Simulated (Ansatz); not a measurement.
# What biaxial strain −2.92 %, plane normal [110], relaxed out of plane does to AlSb

The parent structure is AlSb in the zinc blende structure (space group F-43m, No. 216; a = 6.177 Å). Axes: x, y, z lie along the cube axes.

Perturbation: biaxial strain −2.92 %, plane normal [110], relaxed out of plane (Cartesian); in-plane vectors clamped, the third vector and the atoms free.

Method: plane-wave PAW DFT at the r2SCAN level (Ansatz, an electronic-structure program, 500 eV), no spin-orbit coupling. k-mesh 13×13×13 (Γ-centred); smearing 0.05 eV (Fermi–Dirac).

```tsv
quantity	base	changed	shift
volume per atom	29.46 Å³	28.32 Å³	-1.14 Å³
space group	F-43m (No. 216)	Imm2 (No. 44)	–
shortest interatomic distance	2.675 Å	2.626 Å	-0.049 Å
energy relative to the base (free energy F)	0 meV/atom	+19 meV/atom	+19 meV/atom
band gap	1.51 eV	0.93 eV	-0.58 eV
gap character	–	indirect, Γ → X	–
smallest direct gap	2.03 eV	2.04 eV	+0.003 eV
valence-band top at Γ (three highest levels, from the VBM)	0.00, 0.00, 0.00 eV	0.00, -0.12, -0.43 eV	–
out-of-plane strain	–	+2.00 %	–
ratio −ε⊥/ε∥	–	0.68	–
mean in-plane stress (compression positive)	–	+3.5 GPa	–
```

Final structure (turned so that z lies along the plane normal):

```
AlSb
1.0
    4.24042     0.00000     0.00000
    0.00000     5.99686     0.00000
    2.12021     2.99843     2.22760
Sb Al
1 1
Direct
  0.50000   0.25416   0.00000
  0.00000   0.99584   0.00000
```

With Sb present, leaving out spin-orbit coupling can change the band edges. Whether these cells are dynamically stable was not tested. k-point labels follow each cell's own Brillouin zone.
